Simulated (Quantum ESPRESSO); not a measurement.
**ZrO in Quantum ESPRESSO: the effect of dispersion**

Crystal: ZrO.

```
CELL_PARAMETERS angstrom
1.82664 -2.91885 0.00000
1.82664 2.91885 0.00000
0.00000 0.00000 2.61994
ATOMIC_POSITIONS crystal
Zr 0.00000 0.00000 0.00000
O 0.50000 0.50000 0.00000
```

The cell was built by a generator and needn't be a form met in nature.

Alike in all runs:

| Quantity | Value |
| --- | --- |
| Program | Quantum ESPRESSO 7.5 |
| Task | phonons |
| Potentials or basis | GBRV 1.5 PBE |
| Cutoff | 612 eV |
| Density cutoff | 4898 eV |
| k mesh | 6 × 6 × 7 |
| Occupations | cold, width 0.2 eV |
| Spin | no spin polarisation |

Each run relaxes the cell or the atoms first.

| dispersion | functional | relaxed volume (Å³/atom) | highest phonon frequency (cm⁻¹) |
| --- | --- | --- | --- |
| none | PBE | 15.01 | 489 |
| D2 | PBE | 14.51 | 492 |
| D3(BJ) two-body | PBE | ? | ? |
| rVV10 | rPW86PBE | 15.15 | 487 |
| rev-vdW-DF2 | rev-vdW-DF2 | 14.57 | 501 |

Q: What does the run with dispersion D3(BJ) two-body give?

A: Relaxed volume 14.41 Å³/atom; highest phonon frequency 501 cm⁻¹.

Caveats: the mesh is thin for the phonons of a metal; the cell relaxed to another space group than the one typed; pairwise dispersion overbinds metals, which lowers pressure and volume (some runs); the potentials were made for another functional, which shifts forces and pressure (some runs).
